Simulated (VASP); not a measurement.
A run of VASP 6.6.1 is set up as follows.

File INCAR:

```
  PREC = Accurate
  ENCUT = 600
  EDIFF = 1E-7
  ISMEAR = 1
  SIGMA = 0.1
  LREAL = False
  LASPH = True
  NELM = 80
  ALGO = Normal
  ISIF = 2
  LWAVE = False
  LCHARG = False
  GGA = PS
  IBRION = 2
  NSW = 40
  EDIFFG = -0.01
```

The input KPOINTS:

```
Automatic mesh
0
Gamma
  14 14 14
```

POSCAR

```
Pb                                      
1.0
    0.0000000000      2.5155581847      2.5155581847
    2.5155581847      0.0000000000      2.5155581847
    2.5155581847      2.5155581847      0.0000000000
  Pb            
     1
Direct
     0.0000000000000000    0.0000000000000000    0.0000000000000000
```

Potentials or basis: VASP PAW PBE potentials, release 64 (Pb_d).

Run with:

```console
$ cat potpaw_PBE.64/Pb_d/POTCAR > POTCAR
$ mpirun -np 1 vasp_std > vasp.out
```

Problem. Estimate the band gap on the k mesh.

Solution. None (metal or under the smearing width).

Final structure:
```
Pb
1.0
     0.00000    2.51556    2.51556
     2.51556    0.00000    2.51556
     2.51556    2.51556    0.00000
Pb
1
Direct
  0.00000 0.00000 0.00000
```

Caveat: the relaxation stopped at its first step, so nothing moved. The run has no spin-orbit coupling, so splittings on Pb are missing.
